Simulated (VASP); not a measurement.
# I (I4/mmm) in VASP: further runs

One crystal, I, is run at these levels: revTPSS, HSE03; tasks: relaxation of the atoms, single point.

Everything below comes from runs of VASP 6.6.1. Logs are shortened: lines on timing, memory, paths and dates and some standing lists are left out, and cuts for length are marked.

## Step 1: The undisturbed crystal

It takes space group I4/mmm (No. 139, tetragonal). The conventional cell has a = 3.235 Å, b = 3.235 Å, c = 8.530 Å, α = 90.00°, β = 90.00°, γ = 90.00°. I (site symmetry 4/mmm) has 4 I at 3.23 Å as nearest neighbours.

## Step 2: Relaxation of the atoms, revTPSS (cell strained at random at fixed volume)

INCAR reads:

```
PREC = Accurate
ENCUT = 520
EDIFF = 1E-7
ISMEAR = 0
SIGMA = 0.01
LREAL = F
LASPH = T
NELM = 100
ALGO = Normal
ISIF = 2
LWAVE = F
LCHARG = F
METAGGA = RTPSS
LMIXTAU = T
IBRION = 2
NSW = 40
EDIFFG = -0.02
```

KPOINTS reads:

```
regular mesh
0
Gamma
  11 11 11
```

POSCAR reads:

```
I
1.0
   -1.5899450000      1.6320630000      4.2366870000
    1.6842080000     -1.6402030000      4.2755240000
    1.5553370000      1.6055950000     -4.2397740000
I
1
Direct
    0.0027500000      0.0116350000      0.0153920000
```

Potentials or basis: VASP PAW PBE potentials, release 64 (I).

The run is started by

```
cat potpaw_PBE.64/I/POTCAR > POTCAR
mpirun -np 1 vasp_std > vasp.out
```

OUTCAR:

```text
PREC = Accurate
   ENCUT = 520
   EDIFF = 1E-7
   ISMEAR = 0
   LREAL = F
   LASPH = T
   NELM = 100
   ISIF = 2
   METAGGA = RTPSS
   IBRION = 2
   NSW = 40
   EDIFFG = -0.02

 ion  position               nearest neighbor table
   1  0.003  0.012  0.015-

  LATTYP: Found a triclinic cell.
 ALAT       =     3.2399270954
 B/A-ratio  =     2.0850466843
 C/A-ratio  =     4.3948387720
 COS(alpha) =     0.0010379738
 COS(beta)  =     0.6596742581
 COS(gamma) =     0.7384661458

  Lattice vectors:

 A1 = (  -3.2395450000,   0.0346080000,  -0.0357500000)
 A2 = (  -4.9237530000,   1.6748110000,  -4.3112740000)
 A3 = (  -9.5551560000,  -6.3796320000,   8.4111350000)

Analysis of symmetry for initial positions (statically):
=====================================================================
 Subroutine PRICEL returns:
 Original cell was already a primitive cell.

 Routine SETGRP: Setting up the symmetry group for a
 triclinic supercell.

 Subroutine GETGRP returns: Found  2 space group operations
 (whereof  1 operations were pure point group operations)
 out of a pool of  2 trial point group operations.

The static configuration has the point symmetry C_1 .
 The point group associated with its full space group is S_2 .

Analysis of symmetry for dynamics (positions and initial velocities):
=====================================================================
 Subroutine PRICEL returns:
 Original cell was already a primitive cell.

 Routine SETGRP: Setting up the symmetry group for a
 triclinic supercell.

 Subroutine GETGRP returns: Found  2 space group operations
 (whereof  1 operations were pure point group operations)
 out of a pool of  2 trial point group operations.

The dynamic configuration has the point symmetry C_1 .
 The point group associated with its full space group is S_2 .

 Subroutine INISYM returns: Found  2 space group operations
 (whereof  1 operations are pure point group operations),
 and found     1 'primitive' translations

----------------------------------------------------------------------------------------

                                     Primitive cell

  volume of cell :      44.6297

  direct lattice vectors                    reciprocal lattice vectors
    -1.589945000  1.632063000  4.236687000     0.002001582  0.308998903  0.117751613
     1.684208000 -1.640203000  4.275524000     0.307462703  0.003395301  0.114076740
     1.555337000  1.605595000 -4.239774000     0.312055369  0.312197850 -0.003157110

  length of vectors
     4.810516758  4.879234360  4.792983628     0.330680769  0.327960888  0.441424986

  position of ions in fractional coordinates (direct lattice)
     0.002750000  0.011635000  0.015392000

  ion indices of the primitive-cell ions
   primitive index   ion index
                 1           1

----------------------------------------------------------------------------------------

 KPOINTS: regular mesh

Automatic generation of k-mesh.
 Grid dimensions read from file:
 generate k-points for:   11   11   11

 Generating k-lattice:

  Cartesian coordinates                     Fractional coordinates (reciprocal lattice)
     0.000181962  0.028090809  0.010704692     0.090909091  0.000000000 -0.000000000
     0.027951155  0.000308664  0.010370613     0.000000000  0.090909091 -0.000000000
     0.028368670  0.028381623 -0.000287010     0.000000000 -0.000000000  0.090909091

  Length of vectors
     0.030061888  0.029814626  0.040129544

  Shift w.r.t. Gamma in fractional coordinates (k-lattice)
     0.000000000  0.000000000  0.000000000

 Subroutine IBZKPT returns following result:
 ===========================================

 Found    666 irreducible k-points:

 Following reciprocal coordinates:
            Coordinates               Weight
  0.000000  0.000000  0.000000      1.000000
  0.090909 -0.000000  0.000000      2.000000
  0.181818 -0.000000  0.000000      2.000000
  0.272727  0.000000  0.000000      2.000000
  0.363636  0.000000  0.000000      2.000000
  0.454545 -0.000000  0.000000      2.000000
[... 16 lines left out ...]
  0.454545  0.181818  0.000000      2.000000
 -0.454545  0.181818 -0.000000      2.000000
 [... further k-points ...]
   k-points           NKPTS =    666   k-points in BZ     NKDIM =    666   number of bands    NBANDS=      7
   number of dos      NEDOS =    301   number of ions     NIONS =      1
   total plane-waves  NPLWV =  46656
   dimension x,y,z NGX =    36 NGY =   36 NGZ =   36
   dimension x,y,z NGXF=    72 NGYF=   72 NGZF=   72
   ions per type =               1
   NGX,Y,Z   is equivalent  to a cutoff of  12.44, 12.27, 12.49 a.u.
   NGXF,Y,Z  is equivalent  to a cutoff of  24.88, 24.53, 24.97 a.u.
 SYSTEM =  unknown system
   PREC   = accura    normal or accurate (medium, high low for compatibility)
   ISTART =      0    job   : 0-new  1-cont  2-samecut
   ICHARG =      2    charge: 1-file 2-atom 10-const
   ISPIN  =      1    spin polarized calculation?
   LNONCOLLINEAR =      F non collinear calculations
   LSORBIT =      F    spin-orbit coupling
   LASPH  =      T    aspherical Exc in radial PAW
   ENCUT  =  520.0 eV  38.22 Ry    6.18 a.u.   8.94  9.07  8.91*2*pi/ulx,y,z
   NELM   =    100;   NELMIN=  2; NELMDL= -5     # of ELM steps
   EDIFF  = 0.1E-06   stopping-criterion for ELM
   LREAL  =      F    real-space projection
   EDIFFG = -.2E-01   stopping-criterion for IOM
   NSW    =     40    number of steps for IOM
   IBRION =      2    ionic relax: 0-MD 1-quasi-New 2-CG
   NFREE  =      1    steps in history (QN), initial steepest desc. (CG)
   ISIF   =      2    stress and relaxation
   ISYM   =      2    0-nonsym 1-usesym 2-fastsym
   POTIM  = 0.5000    time-step for ionic-motion
   TEBEG  =    0.0;   TEEND  =   0.0 temperature during run
   PSTRESS=    0.0 pullay stress
   NELECT =       7.0000    total number of electrons
   NUPDOWN=      -1.0000    fix difference up-down
   EMIN   =  10.00;   EMAX   =-10.00  energy-range for DOS
   EFERMI =   0.00;   METHOD = LEGACY
   ISMEAR =     0;   SIGMA  =   0.01  broadening in eV -4-tet -1-fermi 0-gaus
   EFERMI_NEDOS =   21; number of points for ismear=-14 and -15
   IALGO  =     38    algorithm
   IMIX   =      4    mixing-type and parameters
     AMIX     =   0.40;   BMIX     =  1.00
     AMIX_MAG =   1.60;   BMIX_MAG =  1.00
  volume/ion in A,a.u.               =      44.63       301.18
  Fermi-wavevector in a.u.,A,eV,Ry     =   0.882875  1.668392 10.605317  0.779469
  Thomas-Fermi vector in A             =   2.003566
   LORBIT       =      0    0 simple, 1 ext, 2 COOP (PROOUT), +10 PAW based schemes
   METAGGA = RTPSS    functional components
   LHFCALC =     F    Hartree Fock is set to
   AEXX    =    0.0000 exact exchange contribution
   IVDW    =     0    specifies the selected vdW correction
   LEPSILON=     F    determine dielectric tensor
   LRPA    =     F    only Hartree local field effects (RPA)
 conjugate gradient relaxation of ions
 non-spin polarized calculation
 Gauss-broadening in eV      SIGMA  =   0.01
  energy-cutoff  :      520.00
  volume of cell :       44.63
 maximum number of plane-waves:      1223
   NGX = 17   NGY = 19   NGZ = 17

 number of electron       7.0000000 magnetization

 Free energy of the ion-electron system (eV)
  ---------------------------------------------------
  ext. energy  EPLUGINS =         0.00000000
  ---------------------------------------------------
  free energy    TOTEN  =        18.72371165 eV

  energy without entropy =       18.72378111  energy(sigma->0) =       18.72374638

 E-fermi :   2.6211     XC(G=0):  -7.9232

 val. band max:        2.6194846369   @ k =  -0.3636  -0.3636   0.4545
 cond. band min:       2.6216843476   @ k =  -0.1818  -0.0909   0.1818
 fundamental gap:      0.0021997107
 Fermi energy:         2.6211192765

 k-point     1 :       0.0000    0.0000    0.0000
  band No.  band energies     occupation
      1     -11.3130      2.00000
      2       0.1599      2.00000
      3       3.3582      0.00000
      4       3.4346      0.00000
      5       7.0358      0.00000
      6      10.2335      0.00000
      7      10.7942      0.00000

 k-point     2 :       0.0909   -0.0000    0.0000
  band No.  band energies     occupation
      1     -11.2278      2.00000
      2       0.1913      2.00000
      3       2.6403      0.00670
      4       3.4551      0.00000
      5       7.2507      0.00000
      6      10.5176      0.00000
      7      11.5290      0.00000

 k-point     3 :       0.1818   -0.0000    0.0000
  band No.  band energies     occupation
      1     -10.9838      2.00000
      2       0.2778      2.00000
      3       1.1027      2.00000
      4       3.6316      0.00000
      5       7.7942      0.00000
      6      10.8112      0.00000
      7      11.5289      0.00000

 k-point     4 :       0.2727    0.0000    0.0000
  band No.  band energies     occupation
      1     -10.6218      2.00000
      2      -0.5020      2.00000
      3       0.4556      2.00000
      4       3.8816      0.00000
      5       8.3609      0.00000
      6      10.3968      0.00000
      7      11.2337      0.00000

 k-point     5 :       0.3636    0.0000    0.0000
  band No.  band energies     occupation
      1     -10.2297      2.00000
      2      -1.7633      2.00000
      3       0.6147      2.00000
      4       4.1331      0.00000
      5       8.1132      0.00000
      6      10.8463      0.00000
      7      11.7369      0.00000

 k-point     6 :       0.4545   -0.0000    0.0000
  band No.  band energies     occupation
      1      -9.9573      2.00000
      2      -2.4877      2.00000
      3       0.7293      2.00000
      4       4.2945      0.00000
      5       7.6730      0.00000
      6      12.1675      0.00000
      7      12.2242      0.00000

 k-point     7 :       0.0000    0.0909    0.0000
  band No.  band energies     occupation
      1     -11.2285      2.00000
      2       0.1960      2.00000
      3       2.6280      0.32773
      4       3.4678      0.00000
      5       7.2411      0.00000
      6      10.5282      0.00000
      7      11.5150      0.00000
[... 121 lines left out ...]
 k-point    20 :       0.1818    0.1818    0.0000
  band No.  band energies     occupation
      1     -10.6372      2.00000
      2       0.2726      2.00000
      3       1.3099      2.00000
      4       1.3388      2.00000
      5       8.7557      0.00000
      6      12.1646      0.00000
      7      12.3961      0.00000

 k-point    21 :       0.2727    0.1818    0.0000
  band No.  band energies     occupation
      1     -10.2729      2.00000
      2      -0.2809      2.00000
      3       0.4918      2.00000
      4       1.5967      2.00000
      5       9.0652      0.00000
      6      11.4433      0.00000
      7      12.2598      0.00000

 k-point    22 :       0.3636    0.1818    0.0000
  band No.  band energies     occupation
      1      -9.8875      2.00000
      2      -1.5097      2.00000
      3       0.7176      2.00000
      4       1.9076      2.00000
      5       8.6459      0.00000
      6      11.0241      0.00000
      7      12.3323      0.00000

 k-point    23 :       0.4545    0.1818    0.0000
  band No.  band energies     occupation
      1      -9.6324      2.00000
      2      -2.2012      2.00000
      3       0.9505      2.00000
      4       2.1443      2.00000
      5       8.2175      0.00000
      6      10.3928      0.00000
      7      12.8792      0.00000

 k-point    24 :      -0.4545    0.1818   -0.0000
  band No.  band energies     occupation
      1      -9.6533      2.00000
      2      -2.1665      2.00000
      3       1.0754      2.00000
      4       2.1958      2.00000
      5       8.2289      0.00000
      6      10.1529      0.00000
      7      11.6894      0.00000

 [... further k-points ...]

------------------------ aborting loop because EDIFF is reached ----------------------------------------

  FORCE on cell =-STRESS in cart. coord.  units (eV):
  Direction    XX          YY          ZZ          XY          YZ          ZX
  --------------------------------------------------------------------------------------
  -------------------------------------------------------------------------------------
  Total       -0.0499337     -0.1328252     -0.0498097     -0.0345315     -0.0001138     -0.0101395
  in kB       -1.7925860     -4.7683350     -1.7881359     -1.2396558     -0.0040841     -0.3640020
  external PRESSURE =      -2.7830190 kB  Pullay stress =       0.0000000 kB

 VOLUME and BASIS-vectors are now :
 -----------------------------------------------------------------------------
  energy-cutoff  :      520.00
  volume of cell :       44.63
      direct lattice vectors                 reciprocal lattice vectors
    -1.589945000  1.632063000  4.236687000     0.002001582  0.308998903  0.117751613
     1.684208000 -1.640203000  4.275524000     0.307462703  0.003395301  0.114076740
     1.555337000  1.605595000 -4.239774000     0.312055369  0.312197850 -0.003157110

 POSITION                                       TOTAL-FORCE (eV/Angst)
 -----------------------------------------------------------------------------------
      0.03916      0.01012     -0.00386         0.000000      0.000000      0.000000
 -----------------------------------------------------------------------------------
    total drift:                                0.000000     -0.000000      0.000001

  FREE ENERGIE OF THE ION-ELECTRON SYSTEM (eV)
  ---------------------------------------------------
  free  energy   TOTEN  =        18.7237116534 eV

  energy  without entropy=       18.7237811066  energy(sigma->0) =       18.72374638

 reached required accuracy - stopping structural energy minimisation
```

It took 14 min on 1 thread of Intel Xeon Platinum 8488C (Sapphire Rapids), shared host; peak memory 0.38 GiB.

What came out:

| Item | Value |
| --- | --- |
| Free energy | 18.7237 eV |
| Pressure after relaxing | -0.3 GPa |
| Band gap on the k mesh | none (metal or under the smearing width) |

Stress tensor (GPa, compression positive):
```
-0.18 -0.12 -0.04
-0.12 -0.48  0.00
-0.04  0.00 -0.18
```

Final structure:
```
I
1.0
    -1.58994    1.63206    4.23669
     1.68421   -1.64020    4.27552
     1.55534    1.60560   -4.23977
I
1
Direct
  0.00275 0.01163 0.01539
```

Levels at points of the mesh, in eV from the Fermi level:
```tsv
k point	band 2	band 3	band 4	band 5	band 6	band 7
(0.00, 0.00, 0.00)	-2.46	0.74	0.81	4.41	7.61	8.17
```

Caveat: the relaxation stopped at its first step, so nothing moved; the PAW data sets were made with another functional, which shifts forces and pressure a little; an odd number of electrons without spin polarisation forces a metal; a magnetic or distorted state may lie lower. Spin-orbit coupling is left out, which matters for the levels of I.

## Step 3: Single point, HSE03 (volume scaled by 0.96)

run.py reads:

```python
from ase.calculators.vasp import Vasp
from ase.dft.bandgap import bandgap
from ase.io import read

atoms = read('I.cif', primitive_cell=True, subtrans_included=False)
calc = Vasp(
    directory='calc',
    xc='hse03',
    pp='PBE',
    setups='recommended',
    prec='Low',
    encut=520,
    ediff=1e-06,
    ismear=0,
    sigma=0.01,
    lreal=False,
    lasph=True,
    nelm=100,
    algo='Normal',
    isif=2,
    lwave=False,
    lcharg=True,
    precfock='Fast',
    lelf=True,
    lvhar=True,
    kpts=[6, 6, 6],
    gamma=True,
)
atoms.calc = calc

print('energy (eV):', atoms.get_potential_energy())
print('free energy (eV):', atoms.get_potential_energy(force_consistent=True))
print('forces (eV/A):')
print(atoms.get_forces())
print('stress (eV/A^3, Voigt):', atoms.get_stress())
print('Fermi level (eV):', calc.get_fermi_level())
gap, top, bottom = bandgap(calc)
print('band gap (eV):', gap, 'from (spin, k, band)', top, 'to', bottom)
```

I.cif reads:

```cif
data_I
_cell_length_a 3.19119161
_cell_length_b 3.19119161
_cell_length_c 8.41433679
_cell_angle_alpha 90.00000000
_cell_angle_beta 90.00000000
_cell_angle_gamma 90.00000000
_space_group_name_H-M_alt 'I4/mmm'
_space_group_name_Hall '-I 4 2'
_space_group_IT_number 139
loop_
_space_group_symop_operation_xyz
'x,y,z'
'-x,-y,-z'
'-y,x,z'
'y,-x,-z'
'-x,-y,z'
'x,y,-z'
'y,-x,z'
'-y,x,-z'
'x,-y,-z'
'-x,y,z'
'-y,-x,-z'
'y,x,z'
'-x,y,-z'
'x,-y,z'
'y,x,-z'
'-y,-x,z'
'x+1/2,y+1/2,z+1/2'
'-x+1/2,-y+1/2,-z+1/2'
'-y+1/2,x+1/2,z+1/2'
'y+1/2,-x+1/2,-z+1/2'
'-x+1/2,-y+1/2,z+1/2'
'x+1/2,y+1/2,-z+1/2'
'y+1/2,-x+1/2,z+1/2'
'-y+1/2,x+1/2,-z+1/2'
'x+1/2,-y+1/2,-z+1/2'
'-x+1/2,y+1/2,z+1/2'
'-y+1/2,-x+1/2,-z+1/2'
'y+1/2,x+1/2,z+1/2'
'-x+1/2,y+1/2,-z+1/2'
'x+1/2,-y+1/2,z+1/2'
'y+1/2,x+1/2,-z+1/2'
'-y+1/2,-x+1/2,z+1/2'
loop_
_atom_site_label
_atom_site_type_symbol
_atom_site_symmetry_multiplicity
_atom_site_Wyckoff_symbol
_atom_site_fract_x
_atom_site_fract_y
_atom_site_fract_z
_atom_site_occupancy
I1 I 2 a 0.0000000000 0.0000000000 0.0000000000 1
```

Potentials or basis: VASP PAW PBE potentials, release 64 (I).

The run is started by

```
python run.py
```

It took 12 min on 1 thread of Intel Xeon Platinum 8488C (Sapphire Rapids), shared host; peak memory 0.24 GiB.

These settings aren't checked as converged (typed here: PREC = Low): the numbers below hold their error.

What came out:

| Property | Result |
| --- | --- |
| Free energy | -1.6448 eV |
| Pressure | 0.2 GPa |
| Band gap on the k mesh | none (metal or under the smearing width) |

Caveat: the k mesh is coarse (spacing up to 0.46 Å⁻¹), so the values aren't converged, least of all with exact exchange; the PAW data sets were made with another functional, which shifts forces and pressure a little; an odd number of electrons without spin polarisation forces a metal; a magnetic or distorted state may lie lower.

## Step 4: The reference run

An earlier run on the cell as given: functional PBE; potentials or basis VASP PAW PBE potentials, release 64 (I); cutoff 520 eV; k mesh 11 × 11 × 11; occupations fermi-dirac, width 0.05 eV; no spin polarisation.

* Pressure: 0.1 GPa
* Band gap on the k mesh: none (metal or under the smearing width)
